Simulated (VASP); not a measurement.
# O2C in VASP: settings compared

The runs below take O2C through single point, vibrations by finite differences, with PBE+D3(BJ), HSE06+D3(BJ), r2SCAN+rVV10.

All numbers are computed with VASP 6.6.1; they aren't measurements. Logs are shortened: lines on timing, memory, paths and dates and some standing lists are left out, and cuts for length are marked.

### 1 Starting point

The cell holds a molecule in a box, 3 atoms: a = 12.155 Å, b = 12.655 Å, c = 13.155 Å, α = 90.00°, β = 90.00°, γ = 90.00°.

### 2 Single point, PBE+D3(BJ)

INCAR reads:

```
SYSTEM = CO2
  PREC = Accurate
  ENCUT = 250
  EDIFF = 1E-6
  ISMEAR = 0
  SIGMA = 0.01
  LREAL = .False.
  LASPH = .True.
  NELM = 80
  ALGO = Normal
  ISIF = 2
  LWAVE = .False.
  LCHARG = .False.
  GGA = PE
  IVDW = 12
  ISYM = 0
```

KPOINTS reads:

```
regular mesh
0
Gamma
  1 1 1
  0 0 0
```

POSCAR reads:

```
CO2                                     
1.0
   12.1554342666      0.0000000000      0.0000000000
    0.0000000000     12.6554342666      0.0000000000
    0.0000000000      0.0000000000     13.1554342666
  O               C             
     2     1
Selective dynamics
Direct
     0.4862752546000024    0.5649009669999998    0.4370815808999993   F   F   F
     0.5145190010528863    0.4394693769791599    0.5665609947385249   T   T   T
     0.5003978090328378    0.5021838403526742    0.5018258090849687   T   T   T
```

Potentials or basis: VASP PAW PBE potentials, release 64 (O, C).

Run with:

```
cat potpaw_PBE.64/O/POTCAR potpaw_PBE.64/C/POTCAR > POTCAR
mpirun -np 4 vasp_gam > vasp.out
```

OUTCAR:

```text
SYSTEM = CO2
   PREC = Accurate
   ENCUT = 250
   EDIFF = 1E-6
   ISMEAR = 0
   LREAL = .False.
   LASPH = .True.
   NELM = 80
   ISIF = 2
   GGA = PE
   IVDW = 12
   ISYM = 0
 IVDW          = 12

 ion  position               nearest neighbor table
   1  0.486  0.565  0.437-   3 1.18
   2  0.515  0.439  0.567-   3 1.18
   3  0.500  0.502  0.502-   2 1.18   1 1.18

IMPORTANT INFORMATION: All symmetrisations will be switched off!
NOSYMM: (Re-)initialisation of all symmetry stuff for point group C_1.

----------------------------------------------------------------------------------------

                                     Primitive cell

  volume of cell :    2023.7307

  direct lattice vectors                    reciprocal lattice vectors
    12.155434267  0.000000000  0.000000000     0.082267731  0.000000000  0.000000000
     0.000000000 12.655434267  0.000000000     0.000000000  0.079017439  0.000000000
     0.000000000  0.000000000 13.155434267     0.000000000  0.000000000  0.076014214

  length of vectors
    12.155434267 12.655434267 13.155434267     0.082267731  0.079017439  0.076014214

  position of ions in fractional coordinates (direct lattice)
     0.486275255  0.564900967  0.437081581
     0.514519001  0.439469377  0.566560995
     0.500397809  0.502183840  0.501825809

  ion indices of the primitive-cell ions
   primitive index   ion index
                 1           1
                 2           2
                 3           3

----------------------------------------------------------------------------------------

 KPOINTS: regular mesh

Automatic generation of k-mesh.
 Grid dimensions read from file:
 generate k-points for:    1    1    1

 Generating k-lattice:

  Cartesian coordinates                     Fractional coordinates (reciprocal lattice)
     0.082267731  0.000000000  0.000000000     1.000000000  0.000000000  0.000000000
     0.000000000  0.079017439  0.000000000     0.000000000  1.000000000  0.000000000
     0.000000000  0.000000000  0.076014214     0.000000000  0.000000000  1.000000000

  Length of vectors
     0.082267731  0.079017439  0.076014214

  Shift w.r.t. Gamma in fractional coordinates (k-lattice)
     0.000000000  0.000000000  0.000000000

 Subroutine IBZKPT returns following result:
 ===========================================

 Found      1 irreducible k-points:

 Following reciprocal coordinates:
            Coordinates               Weight
  0.000000  0.000000  0.000000      1.000000
   k-points           NKPTS =      1   k-points in BZ     NKDIM =      1   number of bands    NBANDS=     12
   number of dos      NEDOS =    301   number of ions     NIONS =      3
   total plane-waves  NPLWV = 313600
   dimension x,y,z NGX =    64 NGY =   70 NGZ =   70
   dimension x,y,z NGXF=   128 NGYF=  140 NGZF=  140
   ions per type =               2   1
   NGX,Y,Z   is equivalent  to a cutoff of   8.75,  9.20,  8.85 a.u.
   NGXF,Y,Z  is equivalent  to a cutoff of  17.51, 18.39, 17.69 a.u.
 SYSTEM =  CO2
   PREC   = accura    normal or accurate (medium, high low for compatibility)
   ISTART =      0    job   : 0-new  1-cont  2-samecut
   ICHARG =      2    charge: 1-file 2-atom 10-const
   ISPIN  =      1    spin polarized calculation?
   LNONCOLLINEAR =      F non collinear calculations
   LSORBIT =      F    spin-orbit coupling
   LASPH  =      T    aspherical Exc in radial PAW
   ENCUT  =  250.0 eV  18.37 Ry    4.29 a.u.  15.67 16.32 16.96*2*pi/ulx,y,z
   NELM   =     80;   NELMIN=  2; NELMDL= -5     # of ELM steps
   EDIFF  = 0.1E-05   stopping-criterion for ELM
   LREAL  =      F    real-space projection
   EDIFFG = 0.1E-04   stopping-criterion for IOM
   NSW    =      0    number of steps for IOM
   IBRION =     -1    ionic relax: 0-MD 1-quasi-New 2-CG
   NFREE  =      0    steps in history (QN), initial steepest desc. (CG)
   ISIF   =      2    stress and relaxation
   ISYM   =      0    0-nonsym 1-usesym 2-fastsym
   POTIM  = 0.5000    time-step for ionic-motion
   TEBEG  =    0.0;   TEEND  =   0.0 temperature during run
   PSTRESS=    0.0 pullay stress
   NELECT =      16.0000    total number of electrons
   NUPDOWN=      -1.0000    fix difference up-down
   EMIN   =  10.00;   EMAX   =-10.00  energy-range for DOS
   EFERMI =   0.00;   METHOD = LEGACY
   ISMEAR =     0;   SIGMA  =   0.01  broadening in eV -4-tet -1-fermi 0-gaus
   EFERMI_NEDOS =   21; number of points for ismear=-14 and -15
   IALGO  =     38    algorithm
   IMIX   =      4    mixing-type and parameters
     AMIX     =   0.40;   BMIX     =  1.00
     AMIX_MAG =   1.60;   BMIX_MAG =  1.00
  volume/ion in A,a.u.               =     674.58      4552.27
  Fermi-wavevector in a.u.,A,eV,Ry     =   0.326135  0.616306  1.447170  0.106364
  Thomas-Fermi vector in A             =   1.217734
   LORBIT       =      0    0 simple, 1 ext, 2 COOP (PROOUT), +10 PAW based schemes
   GGA     = PE    functional components
   LHFCALC =     F    Hartree Fock is set to
   AEXX    =    0.0000 exact exchange contribution
   IVDW    =    12    specifies the selected vdW correction
   LEPSILON=     F    determine dielectric tensor
   LRPA    =     F    only Hartree local field effects (RPA)
 non-spin polarized calculation
 Gauss-broadening in eV      SIGMA  =   0.01
  energy-cutoff  :      250.00
  volume of cell :     2023.73
 maximum number of plane-waves:      9088
 NGX is ok and might be reduce to    64
   NGX = 31   NGY = 33   NGZ = 33

 number of electron      15.9999997 magnetization

 Free energy of the ion-electron system (eV)
  ---------------------------------------------------
  ext. energy  EPLUGINS =         0.00000000
  ---------------------------------------------------
  free energy    TOTEN  =       -23.41542777 eV

  energy without entropy =      -23.41542777  energy(sigma->0) =      -23.41542777

 E-fermi :  -9.0444     XC(G=0):  -0.5396

 val. band max:       -9.0930238748   @ k =   0.0000   0.0000   0.0000
 cond. band min:      -1.0105801043   @ k =   0.0000   0.0000   0.0000
 fundamental gap:      8.0824437705
 Fermi energy:        -9.0444211749

 k-point     1 :       0.0000    0.0000    0.0000
  band No.  band energies     occupation
      1     -29.6219      2.00000
      2     -28.5996      2.00000
      3     -14.1459      2.00000
      4     -12.7136      2.00000
      5     -12.6808      2.00000
      6     -12.6766      2.00000
      7      -9.0945      2.00000
      8      -9.0930      2.00000
      9      -1.0106      0.00000
     10      -0.3497      0.00000
     11      -0.3437      0.00000
     12       0.0929      0.00000

------------------------ aborting loop because EDIFF is reached ----------------------------------------

 Edisp (eV)   -0.02556

 E8    (eV) :    -0.0077

  FORCE on cell =-STRESS in cart. coord.  units (eV):
  Direction    XX          YY          ZZ          XY          YZ          ZX
  --------------------------------------------------------------------------------------
  -------------------------------------------------------------------------------------
  Total     -23.15762   -22.87215   -23.06534    -0.01854    -0.11174     0.03623
  in kB     -18.33377   -18.10776   -18.26071    -0.01468    -0.08846     0.02868
  external pressure =      -18.23 kB  Pullay stress =        0.00 kB

 VOLUME and BASIS-vectors are now :
 -----------------------------------------------------------------------------
  energy-cutoff  :      250.00
  volume of cell :     2023.73
      direct lattice vectors                 reciprocal lattice vectors
    12.155434267  0.000000000  0.000000000     0.082267731  0.000000000  0.000000000
     0.000000000 12.655434267  0.000000000     0.000000000  0.079017439  0.000000000
     0.000000000  0.000000000 13.155434267     0.000000000  0.000000000  0.076014214

 POSITION                                       TOTAL-FORCE (eV/Angst)
 -----------------------------------------------------------------------------------
      5.91089      7.14907      5.75000         0.104015     -0.463725      0.512074
      6.25420      5.56168      7.45336        -0.102445      0.457352     -0.503335
      6.08255      6.35535      6.60174        -0.001570      0.006373     -0.008740
 -----------------------------------------------------------------------------------
    total drift:                                0.000339      0.000623      0.003822

  FREE ENERGIE OF THE ION-ELECTRON SYSTEM (eV)
  ---------------------------------------------------
  free  energy   TOTEN  =       -23.4409854372 eV

  energy  without entropy=      -23.4409854372  energy(sigma->0) =      -23.44098544
```

stdout:

```text
POSCAR found type information on POSCAR O C
 POSCAR found :  2 types and       3 ions
 scaLAPACK will be used
 LDA part: xc-table for (Slater+PW92), standard interpolation
 POSCAR, INCAR and KPOINTS ok, starting setup
 FFT: planning ... GRIDC
 FFT: planning ... GRID_SOFT
 FFT: planning ... GRID
 WAVECAR not read
 entering main loop
```

Wall time 7.5 s (4 MPI ranks of AMD EPYC 9R45 (Zen 5), shared host); peak memory 0.24 GiB.

The run converged, but a check on its numbers failed (symmetry, net force, bounds or a known fault of this set-up), so they aren't taken as properties of the molecule.

Caveat: the cutoff lies under the usual one of these potentials, so the numbers hold a large basis-set error; the standard files for N, O and F lose accuracy on very short bonds.

### 3 Single point, HSE06+D3(BJ)

POSCAR is that of step 2.

INCAR.step1 reads:

```
SYSTEM = CO2
  PREC = Accurate
  ENCUT = 400
  EDIFF = 1E-5
  ISMEAR = 0
  SIGMA = 0.01
  LREAL = .False.
  LASPH = .True.
  NELM = 80
  ALGO = Normal
  ISIF = 2
  LWAVE = .True.
  LCHARG = .False.
  ISYM = 0
  TIME = 0.4
  GGA = PE
```

INCAR.step2 reads:

```
SYSTEM = CO2
  PREC = Accurate
  ENCUT = 400
  EDIFF = 1E-6
  ISMEAR = 0
  SIGMA = 0.01
  LREAL = .False.
  LASPH = .True.
  NELM = 80
  ALGO = Damped
  ISIF = 2
  LWAVE = .False.
  LCHARG = .False.
  GGA = PE
  LHFCALC = .True.
  HFSCREEN = 0.2
  PRECFOCK = Fast
  IVDW = 12
  VDW_S6 = 1.0
  VDW_S8 = 2.31
  VDW_A1 = 0.383
  VDW_A2 = 5.685
  ISYM = 0
  TIME = 0.4
  ISTART = 1
```

KPOINTS is that of step 2.

Potentials or basis: VASP PAW PBE potentials, release 64 (O, C).

Run with:

```
cat potpaw_PBE.64/O/POTCAR potpaw_PBE.64/C/POTCAR > POTCAR
cp INCAR.step1 INCAR
mpirun -np 4 vasp_gam > vasp.out
cp INCAR.step2 INCAR
mpirun -np 4 vasp_gam > vasp.out
```

Wall time 36 s (4 MPI ranks of AMD EPYC 9R45 (Zen 5), shared host); peak memory 0.51 GiB.

Results (log left out):

* Free energy: -28.4472 eV
* Largest force: 1.438 eV/Å
* Gap between the frontier levels: 9.60 eV
* Dispersion energy per atom: -0.005 eV

Forces on the atoms (eV/Å):
```
O    0.213 -0.971  1.039
O   -0.210  0.977 -1.034
C   -0.003 -0.007 -0.004
```

Levels at points of the mesh, in eV from the valence-band top:
| k point | band 4 | band 5 | band 6 | band 7 | band 8 | band 9 | band 10 | band 11 | band 12 |
| --- | --- | --- | --- | --- | --- | --- | --- | --- | --- |
| (0.00, 0.00, 0.00) | -3.98 | -3.87 | -3.87 | 0.00 | 0.00 | 9.60 | 10.53 | 10.53 | 10.55 |

Caveat: the cutoff is under 1.25 times the usual one of these potentials, so pressure, stress and relaxed cells hold a basis-set (Pulay) error; the standard files for N, O and F lose accuracy on very short bonds; the PAW data sets were made with another functional, which shifts forces and pressure a little.

### 4 Vibrations by finite differences, PBE+D3(BJ)

INCAR: that of step 2 with these lines changed.

```diff
@@ -2,4 +2,4 @@
   PREC = Accurate
-  ENCUT = 250
-  EDIFF = 1E-6
+  ENCUT = 400
+  EDIFF = 1E-7
   ISMEAR = 0
@@ -15,2 +15,6 @@
   IVDW = 12
+  IBRION = 5
+  NFREE = 2
+  POTIM = 0.015
+  NSW = 1
   ISYM = 0
```

KPOINTS is that of step 3.

POSCAR reads:

```
CO2                                     
1.0
   12.1554342666      0.0000000000      0.0000000000
    0.0000000000     12.6554342666      0.0000000000
    0.0000000000      0.0000000000     13.1554342666
  O               C             
     2     1
Selective dynamics
Direct
0.4862752546000024  0.5649009669999998  0.4370815808999993  T T T
0.5145190010528863  0.4394693769791599  0.5665609947385249  T T T
0.5003978090328378  0.5021838403526742  0.5018258090849687  T T T
```

Run with:

```
cat potpaw_PBE.64/O/POTCAR potpaw_PBE.64/C/POTCAR > POTCAR
mpirun -np 4 vasp_gam > vasp.out
```

Run time: 4 min. Hardware: 4 MPI ranks of AMD EPYC 9R45 (Zen 5), shared host; peak memory 0.39 GiB.

Results (log left out):

- Highest phonon frequency at Γ, LO-TO splitting left out: 2359 cm⁻¹
- Most unstable mode: 28i cm⁻¹
- Dispersion energy per atom: -0.009 eV

Phonon frequencies in cm⁻¹ (negative: imaginary):
```csv
q point,frequencies
"(0.000, 0.000, 0.000)",-28 -4 0 9 11 630 632 1316 2359
```

Caveat: the cutoff is under 1.25 times the usual one of these potentials, so pressure, stress and relaxed cells hold a basis-set (Pulay) error; some modes are imaginary; the standard files for N, O and F lose accuracy on very short bonds.

### 5 Single point, r2SCAN+rVV10

INCAR reads:

```
SYSTEM = CO2
  PREC = Accurate
  ENCUT = 400
  EDIFF = 1E-6
  ISMEAR = 0
  SIGMA = 0.01
  LREAL = .False.
  LASPH = .True.
  NELM = 80
  ALGO = Normal
  ISIF = 2
  LWAVE = .False.
  LCHARG = .False.
  METAGGA = R2SCAN
  LMIXTAU = .True.
  LUSE_VDW = .True.
  IVDW_NL = 2
  BPARAM = 11.95
  CPARAM = 0.0093
  ISYM = 0
```

KPOINTS is that of step 4.

POSCAR reads:

```
CO2                                     
1.0
   12.1554342666      0.0000000000      0.0000000000
    0.0000000000     12.6554342666      0.0000000000
    0.0000000000      0.0000000000     13.1554342666
  O               C             
     2     1
Selective dynamics
Direct
     0.4862752546000024    0.5649009669999998    0.4370815808999993   F   F   F
     0.5145190010528863    0.4394693769791599    0.5665609947385249   T   T   T
     0.5003978090328378    0.5021838403526742    0.5018258090849687   T   T   T
```

Potentials or basis: VASP PAW PBE potentials, release 64 (O, C).

Run with:

```
cat potpaw_PBE.64/O/POTCAR potpaw_PBE.64/C/POTCAR > POTCAR
mpirun -np 4 vasp_gam > vasp.out
```

OUTCAR:

```text
SYSTEM = CO2
   PREC = Accurate
   ENCUT = 400
   EDIFF = 1E-6
   ISMEAR = 0
   LREAL = .False.
   LASPH = .True.
   NELM = 80
   ISIF = 2
   METAGGA = R2SCAN
   IVDW_NL = 2
   BPARAM = 11.95
   ISYM = 0

 ion  position               nearest neighbor table
   1  0.486  0.565  0.437-   3 1.18
   2  0.515  0.439  0.567-   3 1.18
   3  0.500  0.502  0.502-   2 1.18   1 1.18

IMPORTANT INFORMATION: All symmetrisations will be switched off!
NOSYMM: (Re-)initialisation of all symmetry stuff for point group C_1.

[... 148 lines left out ...]
  FORCE on cell =-STRESS in cart. coord.  units (eV):
  Direction    XX          YY          ZZ          XY          YZ          ZX
  --------------------------------------------------------------------------------------
  -------------------------------------------------------------------------------------
  Total       -1.4847186     -2.2329381     -2.3501329      0.1705967      0.8574520     -0.1856179
  in kB       -1.1754442     -1.7678058     -1.8605883      0.1350605      0.6788404     -0.1469527
  external PRESSURE =      -1.6012794 kB  Pullay stress =       0.0000000 kB

 VOLUME and BASIS-vectors are now :
 -----------------------------------------------------------------------------
  energy-cutoff  :      400.00
  volume of cell :     2023.73
      direct lattice vectors                 reciprocal lattice vectors
    12.155434267  0.000000000  0.000000000     0.082267731  0.000000000  0.000000000
     0.000000000 12.655434267  0.000000000     0.000000000  0.079017439  0.000000000
     0.000000000  0.000000000 13.155434267     0.000000000  0.000000000  0.076014214

 POSITION                                       TOTAL-FORCE (eV/Angst)
 -----------------------------------------------------------------------------------
      5.91089      7.14907      5.75000         0.136559     -0.600674      0.647653
      6.25420      5.56168      7.45336        -0.134982      0.596079     -0.639650
      6.08255      6.35535      6.60174        -0.001576      0.004595     -0.008003
 -----------------------------------------------------------------------------------
    total drift:                                0.000228      0.003055      0.001542

  FREE ENERGIE OF THE ION-ELECTRON SYSTEM (eV)
  ---------------------------------------------------
  free  energy   TOTEN  =       -24.9155775615 eV

  energy  without entropy=      -24.9155775615  energy(sigma->0) =      -24.91557756
```

OSZICAR:

```text
N       E                     dE             d eps       ncg     rms          rms(c)
DAV:   1     0.125628209906E+03    0.12563E+03   -0.40673E+03    40   0.574E+02
DAV:   2    -0.134322920701E+02   -0.13906E+03   -0.13829E+03    40   0.166E+02
DAV:   3    -0.315684984835E+02   -0.18136E+02   -0.18130E+02    32   0.862E+01
[... 31 lines left out ...]
DAV:  35    -0.249155654326E+02    0.35079E-05   -0.65436E-07    16   0.116E-02    0.128E-03
DAV:  36    -0.249155708206E+02   -0.53879E-05   -0.70410E-07    16   0.121E-02    0.781E-04
DAV:  37    -0.249155753676E+02   -0.45470E-05   -0.16907E-06    16   0.189E-02    0.385E-04
DAV:  38    -0.249155768007E+02   -0.14331E-05   -0.49707E-07    16   0.974E-03    0.318E-04
DAV:  39    -0.249155775615E+02   -0.76078E-06   -0.19718E-07    16   0.708E-03
   1 F= -.24915578E+02 E0= -.24915578E+02  d E =-.354978E-23
```

stdout:

```text
POSCAR found type information on POSCAR O C
 POSCAR found :  2 types and       3 ions
 scaLAPACK will be used
 -----------------------------------------------------------------------------
|                                                                             |
|                                                                             |
[... 26 lines left out ...]
Total rVV10 correction in eV:      0.6700492    16.0517046
Total rVV10 correction in eV:      0.6738060    16.0717991
Total rVV10 correction in eV:      0.6746594    16.0678806
Total rVV10 correction in eV:      0.6758028    16.0611806
Total rVV10 correction in eV:      0.6759887    16.0623620
Total rVV10 correction in eV:      0.6760906    16.0643816
[... 29 lines left out ...]
Total rVV10 correction in eV:      0.6763313    16.0516830
Total rVV10 correction in eV:      0.6763315    16.0516832
```

Run time: 6.1 min. Hardware: 4 MPI ranks of AMD EPYC 9R45 (Zen 5), shared host; peak memory 0.92 GiB.

What came out:

```yaml
Free_energy: -24.9156 eV
Largest_force: 0.894 eV/Å
Gap_between_the_frontier_levels: 8.95 eV
```

Forces in eV/Å, atoms in the order of the input:
```
O    0.137 -0.601  0.648
O   -0.135  0.596 -0.640
C   -0.002  0.005 -0.008
```

Caveat: the cutoff is under 1.25 times the usual one of these potentials, so pressure, stress and relaxed cells hold a basis-set (Pulay) error; the standard files for N, O and F lose accuracy on very short bonds; the PAW data sets were made with another functional, which shifts forces and pressure a little. r2SCAN opens gaps a little over a GGA but as a rule still falls short of measured ones.

### 6 The runs side by side

```tsv
task	level	grid for exact exchange (PRECFOCK)	screening parameter	gap on the mesh (eV)	largest force (eV/Å)
single point	HSE06+D3(BJ)	Fast	0.2 1/A	9.60	1.44
vibrations by finite differences	PBE+D3(BJ)	-	-	-	-
single point	r2SCAN+rVV10	-	-	8.95	0.89
```

Alike in all rows: potentials or basis VASP PAW PBE potentials, release 64 (O, C); no spin polarisation; cell as given; k mesh 1 × 1 × 1; cutoff (eV) 400; smearing gaussian 0.01 eV.

Caveats: the cutoff is under 1.25 times the usual one of these potentials, so pressure, stress and relaxed cells hold a basis-set (Pulay) error; the standard files for N, O and F lose accuracy on very short bonds; the PAW data sets were made with another functional, which shifts forces and pressure a little (some runs); some modes are imaginary (some runs).

Total energies depend on the potentials used, so only differences within one code and one set of settings carry meaning.
